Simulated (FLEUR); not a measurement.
# SnO (P4/nmm) in FLEUR: further runs, part 2 of 2

FLEUR MaX-R8.1 (later development tree). The steps go on from the part before.

### 3 Band structure, PBEsol

Changes to inp.xml since step 2:

```diff
@@ -7,8 +7,5 @@
       <cutoffs Kmax="4.42" Gmax="13.7" GmaxXC="13.7" numbands="0"/>
-      <scfLoop itmax="80" minDistance="0.0001" maxIterBroyd="30" imix="Anderson" alpha="0.05" precondParam="0.0" spinf="2.0" sdNocoIR="T"/>
-      <coreElectrons ctail="F" frcor="F" kcrel="0" coretail_lmax="0"/>
-      <xcFunctional name="LibXC" relativisticCorrections="F">
-         <LibXCName exchange="mgga_x_r2scan" correlation="mgga_c_r2scan"/>
-         <AuxGGA exchange="117" correlation="130"/>
-      </xcFunctional>
+      <scfLoop itmax="60" minDistance="0.00001" maxIterBroyd="15" imix="Anderson" alpha="0.05" precondParam="0.0" spinf="2.0" sdNocoIR="T"/>
+      <coreElectrons ctail="T" frcor="F" kcrel="0" coretail_lmax="0"/>
+      <xcFunctional name="PBEs" relativisticCorrections="F"/>
       <magnetism jspins="1"/>
```

crystal.txt reads:

```
SnO
&input cartesian=F /
3.8136952200  0.0000000000  0.0000000000
0.0000000000  3.8136952200  0.0000000000
0.0000000000  0.0000000000  4.8869133000
1.8897261246
1.0 1.0 1.0

4
50 0.5000000000  0.0000000000  0.7646261400
50 0.0000000000  0.5000000000  0.2353738600
8 0.0000000000  0.0000000000  0.0000000000
8 0.5000000000  0.5000000000  0.0000000000

&kpt div1=7 div2=7 div3=6 gamma=T /
```

Changes to inp.xml (bands) since step 2:

```diff
@@ -7,8 +7,5 @@
       <cutoffs Kmax="4.42" Gmax="13.7" GmaxXC="13.7" numbands="0"/>
-      <scfLoop itmax="80" minDistance="0.0001" maxIterBroyd="30" imix="Anderson" alpha="0.05" precondParam="0.0" spinf="2.0" sdNocoIR="T"/>
-      <coreElectrons ctail="F" frcor="F" kcrel="0" coretail_lmax="0"/>
-      <xcFunctional name="LibXC" relativisticCorrections="F">
-         <LibXCName exchange="mgga_x_r2scan" correlation="mgga_c_r2scan"/>
-         <AuxGGA exchange="117" correlation="130"/>
-      </xcFunctional>
+      <scfLoop itmax="60" minDistance="0.00001" maxIterBroyd="15" imix="Anderson" alpha="0.05" precondParam="0.0" spinf="2.0" sdNocoIR="T"/>
+      <coreElectrons ctail="T" frcor="F" kcrel="0" coretail_lmax="0"/>
+      <xcFunctional name="PBEs" relativisticCorrections="F"/>
       <magnetism jspins="1"/>
```

Potentials or basis: all-electron, FLAPW.

The run is started by

```console
$ inpgen -f crystal.txt -profile fastHighL
$ # inp.xml edited to the form shown
$ mpirun -n 4 fleur_MPI -pe_per_kpt 1
$ mpirun -n 4 fleur_MPI -pe_per_kpt 1   # second run, on inp.xml (bands)
```

Wall time 45 s (4 MPI ranks of Intel Xeon Platinum 8488C (Sapphire Rapids), shared host).

Results (log left out):

| Quantity | Value |
| --- | --- |
| Free energy | -340217.8136 eV |
| Band gap on the k mesh | 0.35 eV, indirect (least direct gap 1.99 eV) |
| Band gap along the path | 0.11 eV, indirect (least direct gap 1.96 eV) |
| Valence electrons inside the program's atomic spheres | Sn 19.22; O 5.22 (radii Sn 2.26, O 1.63 bohr) |

Levels at the corners of the path, in eV from the valence-band top:
| point | band 26 | band 27 | band 28 | band 29 | band 30 | band 31 |
| --- | --- | --- | --- | --- | --- | --- |
| Γ | -3.16 | -3.16 | -0.01 | 2.01 | 4.18 | 4.73 |
| X | -4.84 | -2.67 | -2.67 | 3.11 | 3.11 | 5.87 |
| M | -2.49 | -1.88 | -1.88 | 0.11 | 0.11 | 4.38 |
| Γ | -3.16 | -3.16 | -0.01 | 2.01 | 4.18 | 4.73 |
| Z | -3.17 | -3.17 | -2.19 | 1.61 | 2.99 | 2.99 |
| R | -4.81 | -1.72 | -1.72 | 2.51 | 2.51 | 5.43 |
| A | -2.64 | -2.49 | -2.49 | 2.37 | 2.37 | 3.90 |
| Z | -3.17 | -3.17 | -2.19 | 1.61 | 2.99 | 2.99 |
| X | -4.84 | -2.67 | -2.67 | 3.11 | 3.11 | 5.87 |
| R | -4.81 | -1.72 | -1.72 | 2.51 | 2.51 | 5.43 |
| M | -2.49 | -1.88 | -1.88 | 0.11 | 0.11 | 4.38 |
| A | -2.64 | -2.49 | -2.49 | 2.37 | 2.37 | 3.90 |

Core levels (eV from the Fermi level):
```csv
atom,levels
1 Sn,"1s1/2 -28976.2, 2s1/2 -4369.8, 2p1/2 -4082.0, 2p3/2 -3851.6, 3s1/2 -839.6, 3p1/2 -722.7, 3p3/2 -680.6, 3d3/2 -473.9, 3d5/2 -465.2"
2 Sn,"1s1/2 -28976.2, 2s1/2 -4369.8, 2p1/2 -4082.0, 2p3/2 -3851.6, 3s1/2 -839.6, 3p1/2 -722.7, 3p3/2 -680.6, 3d3/2 -473.9, 3d5/2 -465.2"
3 O,1s1/2 -504.8
4 O,1s1/2 -504.8
```

Caveat: spin-orbit coupling is left out, which moves the levels of the heavy elements; the mesh misses the band edges, which the band path finds closer together. Expect the measured gap to be larger: semilocal functionals such as PBEsol lack the derivative discontinuity.

### 4 Band structure, LDA

Changes to inp.xml since step 3:

```diff
@@ -6,6 +6,6 @@
    <calculationSetup>
-      <cutoffs Kmax="4.42" Gmax="13.7" GmaxXC="13.7" numbands="0"/>
+      <cutoffs Kmax="4.44" Gmax="13.8" GmaxXC="13.8" numbands="0"/>
       <scfLoop itmax="60" minDistance="0.00001" maxIterBroyd="15" imix="Anderson" alpha="0.05" precondParam="0.0" spinf="2.0" sdNocoIR="T"/>
       <coreElectrons ctail="T" frcor="F" kcrel="0" coretail_lmax="0"/>
-      <xcFunctional name="PBEs" relativisticCorrections="F"/>
+      <xcFunctional name="vwn" relativisticCorrections="F"/>
       <magnetism jspins="1"/>
@@ -34,3 +34,3 @@
       <species name="Tin (Sn)" element="Sn" atomicNumber="50">
-         <mtSphere radius="2.26" gridPoints="747" logIncrement="0.017"/>
+         <mtSphere radius="2.24" gridPoints="747" logIncrement="0.017"/>
          <atomicCutoffs lmax="9" lnonsphr="9"/>
@@ -50,3 +50,3 @@
       <species name="Oxygen (O)" element="O" atomicNumber="8">
-         <mtSphere radius="1.63" gridPoints="539" logIncrement="0.02"/>
+         <mtSphere radius="1.62" gridPoints="539" logIncrement="0.02"/>
          <atomicCutoffs lmax="8" lnonsphr="8"/>
```

crystal.txt is that of step 3.

Changes to inp.xml (bands) since step 3:

```diff
@@ -6,6 +6,6 @@
    <calculationSetup>
-      <cutoffs Kmax="4.42" Gmax="13.7" GmaxXC="13.7" numbands="0"/>
+      <cutoffs Kmax="4.44" Gmax="13.8" GmaxXC="13.8" numbands="0"/>
       <scfLoop itmax="60" minDistance="0.00001" maxIterBroyd="15" imix="Anderson" alpha="0.05" precondParam="0.0" spinf="2.0" sdNocoIR="T"/>
       <coreElectrons ctail="T" frcor="F" kcrel="0" coretail_lmax="0"/>
-      <xcFunctional name="PBEs" relativisticCorrections="F"/>
+      <xcFunctional name="vwn" relativisticCorrections="F"/>
       <magnetism jspins="1"/>
@@ -34,3 +34,3 @@
       <species name="Tin (Sn)" element="Sn" atomicNumber="50">
-         <mtSphere radius="2.26" gridPoints="747" logIncrement="0.017"/>
+         <mtSphere radius="2.24" gridPoints="747" logIncrement="0.017"/>
          <atomicCutoffs lmax="9" lnonsphr="9"/>
@@ -50,3 +50,3 @@
       <species name="Oxygen (O)" element="O" atomicNumber="8">
-         <mtSphere radius="1.63" gridPoints="539" logIncrement="0.02"/>
+         <mtSphere radius="1.62" gridPoints="539" logIncrement="0.02"/>
          <atomicCutoffs lmax="8" lnonsphr="8"/>
```

The run is started by

```console
$ inpgen -f crystal.txt -profile fastHighL
$ # inp.xml edited to the form shown
$ fleur_MPI
$ fleur_MPI   # second run, on inp.xml (bands)
```

Run time: 3.1 min. Hardware: 1 thread of Arm Neoverse V1, shared host; peak memory 0.09 GiB.

Results (log left out):

```yaml
Free_energy: -340067.6786 eV
Band_gap_on_the_k_mesh: 0.46 eV, indirect (least direct gap 2.01 eV)
Band_gap_along_the_path: 0.21 eV, indirect (least direct gap 2.00 eV)
Valence_electrons_inside_the_program's_atomic_spheres: Sn 19.18; O 5.19 (radii Sn 2.24, O 1.62 bohr)
```

Levels at the corners of the path, in eV from the valence-band top:
| point | band 25 | band 26 | band 27 | band 28 | band 29 | band 30 | band 31 | band 32 |
| --- | --- | --- | --- | --- | --- | --- | --- | --- |
| Γ | -3.37 | -3.08 | -3.08 | -0.02 | 2.06 | 4.18 | 4.78 | 4.78 |
| X | -4.76 | -4.76 | -2.60 | -2.60 | 3.13 | 3.13 | 5.88 | 5.88 |
| M | -2.41 | -2.41 | -1.85 | -1.85 | 0.21 | 0.21 | 4.45 | 4.45 |
| Γ | -3.37 | -3.08 | -3.08 | -0.02 | 2.06 | 4.18 | 4.78 | 4.78 |
| Z | -3.20 | -3.10 | -3.10 | -2.11 | 1.58 | 3.03 | 3.03 | 3.70 |
| R | -4.73 | -4.73 | -1.66 | -1.66 | 2.56 | 2.56 | 5.45 | 5.45 |
| A | -2.61 | -2.61 | -2.41 | -2.41 | 2.46 | 2.46 | 3.94 | 3.94 |
| Z | -3.20 | -3.10 | -3.10 | -2.11 | 1.58 | 3.03 | 3.03 | 3.70 |
| X | -4.76 | -4.76 | -2.60 | -2.60 | 3.13 | 3.13 | 5.88 | 5.88 |
| R | -4.73 | -4.73 | -1.66 | -1.66 | 2.56 | 2.56 | 5.45 | 5.45 |
| M | -2.41 | -2.41 | -1.85 | -1.85 | 0.21 | 0.21 | 4.45 | 4.45 |
| A | -2.61 | -2.61 | -2.41 | -2.41 | 2.46 | 2.46 | 3.94 | 3.94 |

Core levels (eV from the Fermi level):
```tsv
atom	levels
1 Sn	1s1/2 -28957.2, 2s1/2 -4367.4, 2p1/2 -4081.5, 2p3/2 -3851.2, 3s1/2 -838.7, 3p1/2 -722.4, 3p3/2 -680.3, 3d3/2 -474.0, 3d5/2 -465.3
2 Sn	1s1/2 -28957.2, 2s1/2 -4367.4, 2p1/2 -4081.5, 2p3/2 -3851.2, 3s1/2 -838.7, 3p1/2 -722.4, 3p3/2 -680.3, 3d3/2 -474.0, 3d5/2 -465.3
3 O	1s1/2 -502.6
4 O	1s1/2 -502.6
```

Caveat: spin-orbit coupling is left out, which moves the levels of the heavy elements; the mesh misses the band edges, which the band path finds closer together. A hybrid or GW would open this gap; LDA tends to underestimate it.

### 5 Summary

| level | gmax | muffin-tin radii | max iterations | mixer history | density convergence | kmax | gap on the mesh (eV) |
| --- | --- | --- | --- | --- | --- | --- | --- |
| r2SCAN | 13.7 1/bohr | Sn 2.26, O 1.63 bohr | 80 | 30 | 0.0001 me/bohr^3 | 4.42 1/bohr | 0.50 |
| PBEsol | 13.7 1/bohr | Sn 2.26, O 1.63 bohr | 60 | 15 | 1e-05 me/bohr^3 | 4.42 1/bohr | 0.35 |
| LDA | 13.8 1/bohr | Sn 2.24, O 1.62 bohr | 60 | 15 | 1e-05 me/bohr^3 | 4.44 1/bohr | 0.46 |

Alike in all rows: task band structure; potentials or basis all-electron, FLAPW; no spin polarisation; cell as given; k mesh 7 × 7 × 6; smearing fermi-dirac 0.05 eV.

On the cell as given the gap runs from 0.11 eV (PBEsol) to 0.28 eV (r2SCAN).

Caveats: spin-orbit coupling is left out, which moves the levels of the heavy elements; the mesh misses the band edges, which the band path finds closer together; the meta-GGA is that of a development version, with a GGA for the radial functions and cores and without core tails (some runs).

Compare energies only between runs with the same functional and basis.
